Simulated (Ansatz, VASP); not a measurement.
**In5Ga3As8 (random alloy of the zinc-blende GaAs-InAs line, x = 0.625) in two plane-wave programs**

Wanted: the spread between two codes on one cell, functional and k mesh. Of the first pair: The structure shown is the start of the Ansatz relaxation below; VASP solves that cell, so the two are compared at the walk's first step.

Program: Ansatz 0.2.0. Level of theory: plane waves, with VASP 6.6.1 beside it; revPBE. Results are calculated unless marked as measured.

## Step 1: Starting point

The cell holds 64 atoms: 20 In, 32 As and 12 Ga. Its edges and angles: a = 12.050 Å, b = 12.050 Å, c = 12.050 Å, α = 90.0°, β = 90.0°, γ = 90.0°. It derives from InAs. Zinc-blende GaAs-InAs: 64 atoms, 20 of 32 Ga sites given to In at random, cell and internal coordinates interpolated linearly between the end members (Vegard's rule); (so at first; earlier steps may have moved the atoms), displaced by a Gaussian of 0.02 A. Lattice constants are starting values near those of PBE.

## Step 2: Ansatz: relaxation, revPBE

Ansatz runs on its default PAW (the set named soft_2) files.

The two programs are compared at the cell with which this relaxation starts, whose forces are those of its first step.

Contents of input.yaml:

```yaml
crystal:
  lattice:
    - [12.05, 0.0, 0.0]
    - [0.0, 12.05, 0.0]
    - [0.0, 0.0, 12.05]
  atoms:
    - { symbol: In, position: [0.99931, 0.99991, 0.99645] }
    - { symbol: As, position: [0.12772, 0.12202, 0.1236] }
    - { symbol: In, position: [0.00083, 0.24793, 0.24824] }
    - { symbol: As, position: [0.12349, 0.37592, 0.3788] }
    - { symbol: In, position: [0.25007, 0.99814, 0.25089] }
    - { symbol: As, position: [0.37401, 0.12497, 0.37695] }
    - { symbol: In, position: [0.24876, 0.25001, 0.99854] }
    - { symbol: As, position: [0.37474, 0.37543, 0.12336] }
    - { symbol: In, position: [0.99944, 0.99961, 0.49894] }
    - { symbol: As, position: [0.12303, 0.12264, 0.62475] }
    - { symbol: In, position: [0.99955, 0.2537, 0.74596] }
    - { symbol: As, position: [0.12519, 0.37561, 0.87726] }
    - { symbol: Ga, position: [0.25083, 0.9986, 0.75] }
    - { symbol: As, position: [0.3759, 0.12448, 0.87628] }
    - { symbol: Ga, position: [0.2469, 0.25287, 0.50244] }
    - { symbol: As, position: [0.37444, 0.37601, 0.62508] }
    - { symbol: Ga, position: [0.99862, 0.50015, 0.00166] }
    - { symbol: As, position: [0.12437, 0.62438, 0.12488] }
    - { symbol: Ga, position: [0.00072, 0.75212, 0.24895] }
    - { symbol: As, position: [0.12584, 0.87536, 0.37192] }
    - { symbol: In, position: [0.2493, 0.49978, 0.24993] }
    - { symbol: As, position: [0.37554, 0.62161, 0.37508] }
    - { symbol: Ga, position: [0.24888, 0.74761, 0.00087] }
    - { symbol: As, position: [0.37622, 0.87392, 0.1264] }
    - { symbol: In, position: [0.99937, 0.50011, 0.49818] }
    - { symbol: As, position: [0.12763, 0.62059, 0.62485] }
    - { symbol: In, position: [0.00115, 0.74662, 0.74969] }
    - { symbol: As, position: [0.12487, 0.87637, 0.87707] }
    - { symbol: Ga, position: [0.24933, 0.4977, 0.75227] }
    - { symbol: As, position: [0.37702, 0.62423, 0.87558] }
    - { symbol: Ga, position: [0.25063, 0.75094, 0.50034] }
    - { symbol: As, position: [0.37733, 0.87212, 0.62673] }
    - { symbol: Ga, position: [0.50063, 0.99964, 0.00195] }
    - { symbol: As, position: [0.62111, 0.12693, 0.12564] }
    - { symbol: In, position: [0.49812, 0.25072, 0.2495] }
    - { symbol: As, position: [0.62929, 0.37805, 0.37573] }
    - { symbol: Ga, position: [0.74881, 0.99903, 0.24946] }
    - { symbol: As, position: [0.87407, 0.1235, 0.37402] }
    - { symbol: In, position: [0.74954, 0.24914, 0.99884] }
    - { symbol: As, position: [0.87346, 0.37923, 0.12255] }
    - { symbol: Ga, position: [0.4983, 0.00072, 0.49946] }
    - { symbol: As, position: [0.6257, 0.12633, 0.6271] }
    - { symbol: In, position: [0.50125, 0.24835, 0.75184] }
    - { symbol: As, position: [0.62207, 0.37481, 0.87417] }
    - { symbol: In, position: [0.74824, 0.00098, 0.7497] }
    - { symbol: As, position: [0.87669, 0.12254, 0.8764] }
    - { symbol: In, position: [0.75083, 0.25021, 0.49765] }
    - { symbol: As, position: [0.87458, 0.37243, 0.62154] }
    - { symbol: In, position: [0.50544, 0.50161, 0.00298] }
    - { symbol: As, position: [0.62429, 0.62616, 0.12616] }
    - { symbol: In, position: [0.501, 0.75001, 0.24962] }
    - { symbol: As, position: [0.62156, 0.87601, 0.3757] }
    - { symbol: In, position: [0.75186, 0.49954, 0.25289] }
    - { symbol: As, position: [0.87426, 0.62292, 0.37656] }
    - { symbol: In, position: [0.74922, 0.74792, 0.00021] }
    - { symbol: As, position: [0.87626, 0.8754, 0.12583] }
    - { symbol: Ga, position: [0.50682, 0.50136, 0.50254] }
    - { symbol: As, position: [0.6217, 0.62561, 0.62628] }
    - { symbol: Ga, position: [0.4994, 0.74855, 0.75066] }
    - { symbol: As, position: [0.62448, 0.87401, 0.87691] }
    - { symbol: In, position: [0.75222, 0.5005, 0.74925] }
    - { symbol: As, position: [0.87585, 0.62638, 0.87605] }
    - { symbol: In, position: [0.74759, 0.74944, 0.5006] }
    - { symbol: As, position: [0.87603, 0.87659, 0.62626] }
kpoints:
  mp_grid: { grid: [1, 1, 1] }
hamiltonian:
  xc: revpbe
scf:
  occupations: { method: gaussian, width: 0.025 }
output:
  forces: true
relax:
  f_tol: 0.05
  max_steps: 150
  cell: {}
```

On the command line:

```bash
> ansatz run input.yaml --threads 4 --pin off --max-ram 8192MiB --backend cpu --events-out ev --progress --plain --runs-dir out
```

Numbers of over 12 decimals in the logs are rounded to 6 here.

Log:

```text
Engine: ansatz 0.2.0, aarch64-unknown-linux-gnu
Pseudopotentials: kind: paw
Pseudopotential: In, paw, valence charge 13, recommended cutoff 420 eV (normal), In.paw.azcp
Pseudopotential: As, paw, valence charge 15, recommended cutoff 420 eV (normal), As.paw.azcp
Pseudopotential: Ga, paw, valence charge 13, recommended cutoff 420 eV (normal), Ga.paw.azcp
Functional definition: revPBE
  parameter kappa = 1.245
  parameter beta = 0.066725
  exchange = pbe_x(kappa = kappa, mu = beta*pi^2/3)
  correlation = pbe_c(beta = beta)
Crystal: 64 atoms, lattice volume = 1749.690 Å³
Basis set: ecut = 420 eV, 34265 PW (Γ), exchange–correlation on 162×162×162 points (8 copies of the dense FFT grid, shifted against one another)
Bands: 538, of which v1, the nominal top of the filled ones, is band 448 counted from 1 (447 counted from 0)
Symmetry: 1 space group operations
Space group: P1 (ITA 1), of the structure as read, at distance tolerance 1.2e-4 Å
k-points: 1
Non-local potential: In, projectors of the file, l = 0: 2, l = 1: 2, l = 2: 2, l = 3: 2
Non-local potential: As, projectors of the file, l = 0: 2, l = 1: 2, l = 2: 3, l = 3: 1
Non-local potential: Ga, projectors of the file, l = 0: 2, l = 1: 2, l = 2: 3, l = 3: 1
PAW form: soft (Blöchl's): semilocal exchange-correlation on the pseudo side does not see the compensation charge
PAW frozen core: In, regenerated for the run's functional, and the local potential with it (the file was generated under x = pbe(κ = 0.804, μ = 0.219515), c = pbe(β = 0.066725))
PAW frozen core: As, regenerated for the run's functional, and the local potential with it (the file was generated under x = pbe(κ = 0.804, μ = 0.219515), c = pbe(β = 0.066725))
PAW frozen core: Ga, regenerated for the run's functional, and the local potential with it (the file was generated under x = pbe(κ = 0.804, μ = 0.219515), c = pbe(β = 0.066725))
PAW one-centre angular grid: In, 590 points (default); XC on 64 Gauss nodes
PAW one-centre angular grid: As, 590 points (default); XC on 64 Gauss nodes
PAW one-centre angular grid: Ga, 590 points (default); XC on 64 Gauss nodes
Initial density: superposition of atomic densities (neutral atoms: chi_scale 0, normalization atom), corrected by the library's trained network
Initial wavefunctions: pseudopotential atomic-orbital guess
Functional: x = revpbe(κ = 1.245, μ = 0.219515), c = pbe(β = 0.066725)
SCF iter   1: F=—  HF=-313061.558939 eV  |F-HF|=—  |Δ(HF+E_count)|=         —  Δρ=2.07e-3  dr2=7.55e-2  ethr=1.77e-3  ⟨swp⟩=6.0  Hψ=1938  notcnv=0  defer=3
preconditioner: auto → LDOS  [metal: Δε(μ)=0.014 eV  Ē_g=13.958 eV  σ=0.025 eV  W_gap=0.30  n_scr=436 (ndim 8)  ℏωp=21.3 eV  f_vac=0.115  D(μ)=105.48/eV (n_scr^D=1044)  β→1.0]
SCF iter   2: F=—  HF=-313061.534887 eV  |F-HF|=—  |Δ(HF+E_count)|=   2.41e-2  Δρ=1.89e-3  dr2=5.58e-2  ethr=8.42e-6  ⟨swp⟩=2.0  Hψ=1072  notcnv=0  defer=85
SCF iter   3: F=—  HF=-313061.504986 eV  |F-HF|=—  |Δ(HF+E_count)|=   2.99e-2  Δρ=3.86e-4  dr2=9.96e-3  ethr=6.23e-6  ⟨swp⟩=2.0  Hψ=906  notcnv=0  defer=85
SCF iter   4: F=—  HF=-313061.505228 eV  |F-HF|=—  |Δ(HF+E_count)|=   2.42e-4  Δρ=3.38e-4  dr2=6.44e-3  ethr=1.11e-6  ⟨swp⟩=2.0  Hψ=741  notcnv=0  defer=85
SCF iter   5: F=—  HF=-313061.504543 eV  |F-HF|=—  |Δ(HF+E_count)|=   6.85e-4  Δρ=2.04e-4  dr2=3.90e-3  ethr=7.19e-7  ⟨swp⟩=2.0  Hψ=739  notcnv=0  defer=85
SCF iter   6: F=—  HF=-313061.504233 eV  |F-HF|=—  |Δ(HF+E_count)|=   3.10e-4  Δρ=1.62e-4  dr2=1.89e-3  ethr=4.35e-7  ⟨swp⟩=2.0  Hψ=735  notcnv=0  defer=85
SCF iter   7: F=—  HF=-313061.503971 eV  |F-HF|=—  |Δ(HF+E_count)|=   2.62e-4  Δρ=1.32e-4  dr2=9.30e-4  ethr=2.11e-7  ⟨swp⟩=3.0  Hψ=897  notcnv=0  defer=85
SCF iter   8: F=—  HF=-313061.503899 eV  |F-HF|=—  |Δ(HF+E_count)|=   7.14e-5  Δρ=7.54e-5  dr2=2.70e-4  ethr=1.04e-7  ⟨swp⟩=2.0  Hψ=679  notcnv=0  defer=85
SCF iter   9: F=—  HF=-313061.503862 eV  |F-HF|=—  |Δ(HF+E_count)|=   3.77e-5  Δρ=4.10e-5  dr2=6.46e-5  ethr=3.01e-8  ⟨swp⟩=2.0  Hψ=741  notcnv=0  defer=85
SCF iter  10: F=—  HF=-313061.505542 eV  |F-HF|=—  |Δ(HF+E_count)|=   1.68e-3  Δρ=1.57e-5  dr2=2.07e-5  ethr=7.21e-9  ⟨swp⟩=2.0  Hψ=742  notcnv=0  defer=85
SCF iter  11: F=—  HF=-313061.505543 eV  |F-HF|=—  |Δ(HF+E_count)|=   1.07e-6  Δρ=1.04e-5  dr2=1.15e-5  ethr=2.31e-9  ⟨swp⟩=2.0  Hψ=724  notcnv=0  defer=85
SCF iter  12: F=—  HF=-313061.505542 eV  |F-HF|=—  |Δ(HF+E_count)|=   4.62e-7  Δρ=9.11e-6  dr2=7.20e-6  ethr=1.28e-9  ⟨swp⟩=2.0  Hψ=739  notcnv=0  defer=85
SCF iter  13: F=—  HF=-313061.505541 eV  |F-HF|=—  |Δ(HF+E_count)|=   7.92e-7  Δρ=6.76e-6  dr2=4.16e-6  ethr=8.03e-10  ⟨swp⟩=2.0  Hψ=742  notcnv=0  defer=85
SCF iter  14: F=—  HF=-313061.505541 eV  |F-HF|=—  |Δ(HF+E_count)|=   5.18e-7  Δρ=4.80e-6  dr2=1.40e-6  ethr=4.65e-10  ⟨swp⟩=2.0  Hψ=742  notcnv=0  defer=85
[...]
atom  12  As     0.00411578     0.00361785    -0.00357238
  atom  13  Ga    -0.00914222    -0.00141898     0.01179252
  atom  14  As     0.00586163     0.00454129    -0.00976485
  atom  15  Ga    -0.00767472    -0.00691732     0.00982667
  atom  16  As     0.01216660     0.00159773    -0.00683398
  atom  17  Ga    -0.00682918    -0.00146513     0.00297833
  atom  18  As     0.00171252    -0.00083545    -0.00369006
  atom  19  Ga    -0.01319600    -0.00607848     0.01070871
  atom  20  As     0.00461432     0.00938654    -0.00731782
  atom  21  In    -0.00572985    -0.00342410     0.00689402
  atom  22  As     0.00687776     0.00447105    -0.00560443
  atom  23  Ga    -0.01126240    -0.00397151     0.00104465
  atom  24  As     0.00902626     0.00628552     0.00109553
  atom  25  In    -0.01065322    -0.00591510     0.00630586
  atom  26  As     0.01057450     0.00320351    -0.00475917
  atom  27  In    -0.01113286    -0.00639281     0.00713007
  atom  28  As     0.00950538    -0.00007189    -0.00447390
  atom  29  Ga    -0.00880319    -0.00486324     0.00796101
  atom  30  As     0.00855083     0.00125602    -0.00478264
  atom  31  Ga    -0.00608951    -0.00427627     0.00711212
  atom  32  As     0.00671961     0.00101414    -0.00256900
  atom  33  Ga    -0.00345401    -0.00322681     0.00079403
  atom  34  As     0.00959820     0.00403334     0.00054937
  atom  35  In    -0.00469144    -0.00846616     0.00570063
[...]
atom  57  Ga    -0.00694223    -0.00402782     0.00579604
  atom  58  As     0.00407902     0.00201872    -0.00671865
  atom  59  Ga    -0.00665673    -0.00579807     0.00318385
  atom  60  As     0.00844065     0.01025606    -0.00363749
  atom  61  In    -0.00900605    -0.00322260     0.00799091
  atom  62  As     0.01341952     0.00432054    -0.00519405
  atom  63  In    -0.01262935    -0.00637846     0.00414336
  atom  64  As     0.00832889     0.00809003    -0.00625883
  max |Σ_I F_I| component: 1.62e-6 eV/Å
--- Stress (GPa, compression-positive) ---
       -0.011203       0.007362      -0.016616
        0.007362      -0.002626      -0.004181
       -0.016616      -0.004181      -0.026534
  P = ⅓ Tr σ = -0.0135 GPa (-0.135 kbar)
--- Relaxed structure (9 steps of the walk, 8 accepted, 1 SCFs on fresh bases) ---
  F+E_penalty+E_count = -313064.48420720 eV   max|allowed force component| = 1.685e-2 eV/Å   (the final SCF, on the basis selected at the relaxed cell)
  cell:  # Å, volume = 1819.4697 Å³
    - [12.193374, -0.049514, 0.077086]
    - [-0.049514, 12.245133, 0.050471]
    - [0.077086, 0.050471, 12.186792]
  atoms:
    - { symbol: In, position: [1.002569, 0.996108, 1.001121] }
    - { symbol: As, position: [0.126179, 0.122449, 0.127411] }
    - { symbol: In, position: [0.00100463, 0.251214, 0.250062] }
    - { symbol: As, position: [0.132206, 0.363980, 0.383426] }
    - { symbol: In, position: [0.253211, 0.996069, 0.252451] }
    - { symbol: As, position: [0.373169, 0.122110, 0.389516] }
    - { symbol: In, position: [0.250873, 0.251535, 0.994477] }
    - { symbol: As, position: [0.373776, 0.373053, 0.127343] }
    - { symbol: In, position: [1.005158, 0.998625, 0.497744] }
    - { symbol: As, position: [0.138826, 0.122385, 0.627148] }
    - { symbol: In, position: [1.007513, 0.252990, 0.749777] }
    - { symbol: As, position: [0.127518, 0.390185, 0.874252] }
    - { symbol: Ga, position: [0.257352, 0.997351, 0.746786] }
    - { symbol: As, position: [0.374139, 0.111067, 0.875262] }
    - { symbol: Ga, position: [0.255204, 0.249970, 0.505193] }
    - { symbol: As, position: [0.367457, 0.381132, 0.622693] }
    - { symbol: Ga, position: [1.005922, 0.507064, -0.000826663] }
    - { symbol: As, position: [0.121705, 0.633544, 0.118946] }
    - { symbol: Ga, position: [0.00386319, 0.750657, 0.248109] }
    - { symbol: As, position: [0.127378, 0.858388, 0.376716] }
    - { symbol: In, position: [0.248142, 0.504967, 0.251540] }
    - { symbol: As, position: [0.373581, 0.626397, 0.387318] }
    - { symbol: Ga, position: [0.250699, 0.751809, -0.0056836] }
    - { symbol: As, position: [0.372816, 0.871732, 0.113323] }
    - { symbol: In, position: [1.007009, 0.501855, 0.499443] }
    - { symbol: As, position: [0.137755, 0.624900, 0.625335] }
    - { symbol: In, position: [0.00823717, 0.749218, 0.751981] }
    - { symbol: As, position: [0.137829, 0.875875, 0.874060] }
    - { symbol: Ga, position: [0.252583, 0.505642, 0.747348] }
    - { symbol: As, position: [0.367051, 0.631094, 0.867775] }
    - { symbol: Ga, position: [0.254878, 0.750695, 0.502709] }
    - { symbol: As, position: [0.374608, 0.874064, 0.623575] }
    - { symbol: Ga, position: [0.498475, 0.995173, -0.0032101] }
    - { symbol: As, position: [0.622498, 0.109403, 0.124682] }
    - { symbol: In, position: [0.501584, 0.246529, 0.253367] }
    - { symbol: As, position: [0.615639, 0.384148, 0.382567] }
    - { symbol: Ga, position: [0.748093, 0.999020, 0.248815] }
    - { symbol: As, position: [0.867113, 0.117359, 0.369467] }
    - { symbol: In, position: [0.751643, 0.248157, 1.002487] }
    - { symbol: As, position: [0.883473, 0.381393, 0.118923] }
    - { symbol: Ga, position: [0.496612, -0.000443483, 0.500837] }
    - { symbol: As, position: [0.615527, 0.116474, 0.620331] }
    - { symbol: In, position: [0.494126, 0.249209, 0.746012] }
    - { symbol: As, position: [0.621269, 0.370455, 0.875955] }
    - { symbol: In, position: [0.745530, -0.00241927, 0.749867] }
    - { symbol: As, position: [0.875788, 0.121433, 0.874522] }
    - { symbol: In, position: [0.745632, 0.250315, 0.496730] }
    - { symbol: As, position: [0.873898, 0.373225, 0.624555] }
    - { symbol: In, position: [0.495413, 0.504609, -0.00524849] }
    - { symbol: As, position: [0.620903, 0.623222, 0.127817] }
    - { symbol: In, position: [0.497765, 0.755197, 0.251360] }
    - { symbol: As, position: [0.621279, 0.887031, 0.376246] }
    - { symbol: In, position: [0.753939, 0.502120, 0.250119] }
    - { symbol: As, position: [0.882588, 0.630456, 0.371338] }
    - { symbol: In, position: [0.750450, 0.752845, 0.00208133] }
    - { symbol: As, position: [0.874374, 0.873153, 0.139712] }
    - { symbol: Ga, position: [0.494240, 0.504714, 0.504492] }
    - { symbol: As, position: [0.610384, 0.626705, 0.627170] }
    - { symbol: Ga, position: [0.492720, 0.752375, 0.746817] }
    - { symbol: As, position: [0.610816, 0.869293, 0.874869] }
    - { symbol: In, position: [0.747770, 0.503330, 0.749201] }
    - { symbol: As, position: [0.879530, 0.620156, 0.881725] }
    - { symbol: In, position: [0.746636, 0.752253, 0.497969] }
    - { symbol: As, position: [0.875782, 0.871065, 0.628086] }
```

Reading the cycles: dr2 is the Hartree energy of the density residual (eV), the measure of convergence; HF is the Harris–Foulkes estimate of the energy, which meets the free energy F at convergence.

(Continued in part 2 of 2.)

[Lines on the potential files, build, host, timing and source positions are cut from VASP's logs without a mark.]

[Logs are printed without paths, hosts, clocks, repeated set-up lines and the standing remarks that a program may print on its own settings, such as how far it seeks lower states.]

[Hosts, paths, dates, database ids (printed as entryN), source tags and the programs' standing remarks are cut or masked in the printed files.]
